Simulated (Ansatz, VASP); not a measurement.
**Au in VASP and in Ansatz**

INCAR

```
ALGO = Normal ; EDIFF = 1E-7
ENCUT = 520 ; GGA = RP
ISIF = 2 ; ISMEAR = -1
LASPH = True ; LCHARG = True
LELF = True ; LREAL = False
LVHAR = True ; LWAVE = False
NBANDS = 12 ; NELM = 60
PREC = Accurate ; SIGMA = 0.1
```

The input KPOINTS:

```
k-points
0
Gamma
  15 15 15
```

POSCAR

```
Au
1.0
   -1.7111688320      1.7111688320      1.7111688320
    1.7111688320     -1.7111688320      1.7111688320
    1.7111688320      1.7111688320     -1.7111688320
Au
1
Direct
    0.0000000000      0.0000000000      0.0000000000
```

Input for Ansatz:

```yaml
crystal:
  lattice:
    - [-1.711168832, 1.711168832, 1.711168832]
    - [1.711168832, -1.711168832, 1.711168832]
    - [1.711168832, 1.711168832, -1.711168832]
  atoms:
    - { symbol: Au, position: [0.0, 0.0, 0.0] }
hamiltonian:
  xc: rpbe
  pseudopotentials:
    kind: paw
    azcp:
      Au: "pseudopotentials/Au.paw.azcp"
basis:
  ecutwfc: 420
  fft_grid_basis: typed
kpoints:
  mp_grid: { grid: [15, 15, 15], shift: [0, 0, 0] }
magnetization:
  spin_polarized: false
scf:
  occupations: { method: fermi_dirac, width: 0.1 }
  lower_state_search: "off"
output:
  stress: true
```

Alike in both runs: task single point; functional RPBE; k mesh 15 × 15 × 15; occupations fermi-dirac, width 0.1 eV; no spin polarisation.

|  | VASP | Ansatz |
| --- | --- | --- |
| version | VASP 6.6.1 | Ansatz 0.2.0 |
| potentials or method | VASP PAW PBE potentials, release 64 (Au) | plane waves (420 eV) with PAW, scalar-relativistic |
| plane-wave cutoff (eV) | 520 | 420 |
| valence electrons in the cell | 11 | 19 |

|  | VASP | Ansatz | Ansatz less VASP |
| --- | --- | --- | --- |
| pressure (GPa) | -7.1 | -7.0 | +0.11 |

With one functional, cell and mesh, what is left measures potentials, basis and numerics. The two sets of potentials don't hold the same shells in valence.

Caveats: the PAW data sets were made with another functional, which shifts forces and pressure a little (VASP). The runs have no spin-orbit coupling, so splittings on Au are missing.
